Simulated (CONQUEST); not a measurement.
SnO2 (Cassiterite):

```
Sn O
1.0
     3.18650    0.00000    0.00000
     0.00000    4.73800    0.00000
     0.00000    0.00000    4.73800
Sn O
2 4
Direct
  0.50000 0.50000 0.50000
  0.00000 0.00000 0.00000
  0.50000 0.19290 0.19290
  0.00000 0.69290 0.30710
  0.50000 0.80710 0.80710
  0.00000 0.30710 0.69290
```

Program: CONQUEST 1.3. Alike in all runs: no spin polarisation; cell as given. Hardware: 1 thread of AMD EPYC 9R45 96-Core Processor (Zen 5), with other jobs on the host.

Order these runs on this cell by their wall time, lowest first.
A. task single point; level PBE; potentials or basis PseudoDojo NC PBE, DZP, grid cutoff 150 Ha; k mesh 8 × 6 × 6; smearing fermi-dirac 0.05 eV
B. task density of states; level PBEsol; potentials or basis PseudoDojo NC PBEsol, SZP, grid cutoff 100 Ha; k mesh 5 × 4 × 4; smearing fermi-dirac 0.027 eV
C. task single point; level PBE; potentials or basis PseudoDojo NC PBE, SZP, grid cutoff 150 Ha; k mesh 6 × 4 × 4; smearing fermi-dirac 0.05 eV

B (14 s), C (30 s), A (99 s).

Caveats: spin-orbit coupling is left out, which moves the levels of the heavy elements; the basis of atomic orbitals isn't converged, which shifts pressures, moduli and gaps; the atomic basis is small (some runs); an odd mesh through Γ misses points on the zone boundary, where band edges often lie (some runs).

Not every run made on this cell is shown here.
